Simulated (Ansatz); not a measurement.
The system is Pb.

```xyz
1
Lattice="0.0000 2.4750 2.4750 2.4750 0.0000 2.4750 2.4750 2.4750 0.0000" Properties=species:S:1:pos:R:3 pbc="T T T"
Pb    0.0000    0.0000    0.0000
```

Program: Ansatz 0.2.0. Alike in all runs: potentials or basis Ansatz PAW; cell as given; smearing fermi-dirac 0.05 eV. Hardware: 2 threads of Arm Neoverse V1, with other jobs on the host.

Task: Order these runs on this cell by their wall time, lowest first.
A. task single point; level PBE0; spin SOC, no magnetisation; k mesh 4 × 4 × 4; cutoff (eV) 420; mesh quality coarse
B. task band structure; level LDA; spin SOC, no magnetisation; k mesh 7 × 7 × 7; cutoff (eV) 420; points for each segment of the path 14; mesh quality not flagged
C. task band structure; level PBEsol; spin off; k mesh 9 × 9 × 9; cutoff (eV) 420; points for each segment of the path 14; mesh quality not flagged
D. task band structure; level r2SCAN; spin SOC, no magnetisation; k mesh 7 × 7 × 7; cutoff (eV) 500; points for each segment of the path 14; mesh quality not flagged

Result: C (1.5 s), B (5.9 s), D (16 s), A (34 s).

Caveats: some runs use coarse meshes.

Runs at the PBE level aren't shown here.
